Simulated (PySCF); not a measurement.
C4H9NO.
SMILES with atom numbers: `[CH2:1]1[CH2:2][O:3][CH2:4][CH2:5][NH:6]1` (hydrogens: H7, H8 on C1; H9, H10 on C2; H11, H12 on C4; H13, H14 on C5; H15 on N6)

Geometry (PBE0-D3(BJ)/def2-SVP, Å), atoms numbered from 1 in this order:
```xyz
15
C4H9NO angstrom
C     -1.229    0.903    0.199
C     -1.374   -0.476   -0.430
O     -0.255   -0.790   -1.220
C      0.940   -0.748   -0.483
C      1.145    0.624    0.146
N      0.009    1.046    0.946
H     -2.087    1.123    0.855
H     -1.234    1.659   -0.605
H     -1.500   -1.237    0.372
H     -2.258   -0.531   -1.085
H      0.922   -1.523    0.316
H      1.757   -1.001   -1.176
H      1.290    1.362   -0.662
H      2.059    0.636    0.762
H     -0.039    0.485    1.796
```

The calculation used PySCF, PBE0-D3(BJ)/def2-SVP geometry optimisation, gas phase.

Take the most abundant isotopes and a rigid rotor. The values belong to one conformer with, in the numbering `[CH2:1]1[CH2:2][O:3][CH2:4][CH2:5][NH:6]1`, N6–C1–C2–O3 -54°, C1–C2–O3–C4 58°, C2–O3–C4–C5 -58°, O3–C4–C5–N6 54°.

**Question.** Give the principal moments of inertia and the rotational constants in MHz.

**Answer.** Ia = 102.42, Ib = 108.68, Ic = 186.60 u·Å²; 505379 MHz·u·Å²/I gives A = 4934, B = 4650, C = 2708 MHz.

**Question.** What kind of rotor is it?

**Answer.** An asymmetric top. Ray's parameter κ = (2B − A − C)/(A − C) = 0.745; −1 is the prolate and +1 the oblate limit.

**Question.** What does the inertial defect say?

**Answer.** Not planar: Δ = Ic − Ia − Ib = -24.50 u·Å². For a rigid frame Δ = −2 Σ m c², so Σ m c² = 12.25 u·Å² lies off the ab plane: 8.62 from hydrogen and 3.63 from heavier atoms. The atom farthest from that plane is 1.33 Å away.

**Question.** Where do the levels up to J = 4 lie, in K?

**Answer.** Above 0(0,0), as E/k:
J = 1: 1(0,1) 0.353, 1(1,1) 0.367, 1(1,0) 0.460
J = 2: 2(0,2) 0.979, 2(1,2) 0.980, 2(1,1) 1.259, 2(2,1) 1.300, 2(2,0) 1.381
J = 3: 3(0,3) 1.859, 3(1,3) 1.859, 3(1,2) 2.353, 3(2,2) 2.360, 3(2,1) 2.620, 3(3,1) 2.702, 3(3,0) 2.767
J = 4: 4(0,4) 2.999, 4(1,4) 2.999, 4(1,3) 3.696, 4(2,3) 3.696, 4(2,2) 4.181, 4(3,2) 4.201, 4(3,1) 4.436, 4(4,1) 4.571, 4(4,0) 4.620
Those of J = 1 are B + C, A + C and A + B.

**Question.** Which types of transition are allowed, and where do some lines up to J = 5 fall?

**Answer.** The dipole components are |μa| = 0.37 D, |μb| = 0.00 D, |μc| = 1.21 D; the mirror of this Cs structure is the ac plane, so μb vanishes by symmetry and there are no b-type lines. Intensities carry the squares of the components, which stand as 0.09 : 1.00 (a : c). Some lines, for components of 0.1 D or more:

```json
{"type": "a", "branch": "Q", "J(Ka,Kc)": "2(2,0) ← 2(2,1)", "MHz": "1686", "lower level (cm⁻¹)": "0.904"}
{"type": "c", "branch": "Q", "J(Ka,Kc)": "4(4,1) ← 4(3,1)", "MHz": "2830", "lower level (cm⁻¹)": "3.083"}
{"type": "c", "branch": "Q", "J(Ka,Kc)": "5(5,1) ← 5(4,1)", "MHz": "4213", "lower level (cm⁻¹)": "4.663"}
{"type": "a", "branch": "Q", "J(Ka,Kc)": "5(3,2) ← 5(3,3)", "MHz": "9736", "lower level (cm⁻¹)": "4.165"}
{"type": "a", "branch": "Q", "J(Ka,Kc)": "4(2,2) ← 4(2,3)", "MHz": "10096", "lower level (cm⁻¹)": "2.569"}
{"type": "a", "branch": "R", "J(Ka,Kc)": "2(1,2) ← 1(1,1)", "MHz": "12775", "lower level (cm⁻¹)": "0.255"}
{"type": "a", "branch": "Q", "J(Ka,Kc)": "5(2,3) ← 5(2,4)", "MHz": "14471", "lower level (cm⁻¹)": "3.680"}
{"type": "a", "branch": "R", "J(Ka,Kc)": "3(0,3) ← 2(0,2)", "MHz": "18344", "lower level (cm⁻¹)": "0.680"}
{"type": "c", "branch": "R", "J(Ka,Kc)": "2(1,1) ← 1(0,1)", "MHz": "18885", "lower level (cm⁻¹)": "0.245"}
{"type": "c", "branch": "R", "J(Ka,Kc)": "2(2,0) ← 1(1,0)", "MHz": "19198", "lower level (cm⁻¹)": "0.320"}
{"type": "a", "branch": "R", "J(Ka,Kc)": "4(0,4) ← 3(0,3)", "MHz": "23747", "lower level (cm⁻¹)": "1.292"}
{"type": "c", "branch": "R", "J(Ka,Kc)": "3(1,2) ← 2(0,2)", "MHz": "28639", "lower level (cm⁻¹)": "0.680"}
{"type": "c", "branch": "R", "J(Ka,Kc)": "3(2,2) ← 2(1,2)", "MHz": "28753", "lower level (cm⁻¹)": "0.681"}
{"type": "c", "branch": "R", "J(Ka,Kc)": "3(3,1) ← 2(2,1)", "MHz": "29197", "lower level (cm⁻¹)": "0.904"}
{"type": "c", "branch": "R", "J(Ka,Kc)": "4(2,2) ← 3(1,2)", "MHz": "38087", "lower level (cm⁻¹)": "1.635"}
{"type": "c", "branch": "R", "J(Ka,Kc)": "5(3,2) ← 4(2,2)", "MHz": "47481", "lower level (cm⁻¹)": "2.906"}
{"type": "c", "branch": "R", "J(Ka,Kc)": "5(2,4) ← 4(1,4)", "MHz": "47858", "lower level (cm⁻¹)": "2.084"}
{"type": "c", "branch": "R", "J(Ka,Kc)": "5(5,0) ← 4(4,0)", "MHz": "48429", "lower level (cm⁻¹)": "3.211"}
```

**Question.** Estimate the classical rotational partition function at 10 K, 50 K and 298.15 K.

**Answer.** Point group Cs, symmetry number σ = 1; q = (√π/σ)·√((kT/h)³/(ABC)), k/h = 20836.6 MHz/K: 676 at 10 K, 7560 at 50 K, 110000 at 298.15 K.

Whether it is a minimum is left open (no frequencies). No vibrational averaging or centrifugal distortion is included, and the geometry carries the error of its method. A rigid rotor knows nothing of inversion at nitrogen, which can split or shift real lines. Quadrupole hyperfine structure (14N) is left out.
